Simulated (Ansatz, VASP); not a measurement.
SiC in VASP and in Ansatz

```xyz
4
Lattice="3.0753 0.0000 0.0000 -1.5376 2.6633 0.0000 0.0000 0.0000 5.0483" Properties=species:S:1:pos:R:3 pbc="T T T"
Si    0.0000    1.7755    2.5222
Si    1.5376    0.8878    5.0463
C     0.0000    1.7755    4.4193
C     1.5376    0.8878    1.8951
```

Alike in both runs: task single point; functional r2SCAN; k mesh 12 × 12 × 6; occupations gaussian, width 0.02 eV; no spin polarisation.

```csv
,VASP,Ansatz
version,VASP 6.6.1,Ansatz 0.2.0
potentials or method,"VASP PAW PBE potentials, release 64 (Si, C)","scalar-relativistic, plane waves, PAW"
plane-wave cutoff (eV),520,500
valence electrons in the cell,16,16
```

```csv
,VASP,Ansatz,Ansatz less VASP
gap on the k mesh at the Fermi level (eV),2.66,2.65,-0.007
least direct gap on the mesh (eV),4.48,4.48,-0.009
pressure (GPa),-0.2,0.0,+0.19
```

Caveats: the PAW data sets were made with another functional, which shifts forces and pressure a little (VASP). r2SCAN opens gaps a little over a GGA but as a rule still falls short of measured ones. A k mesh can miss the band edges.
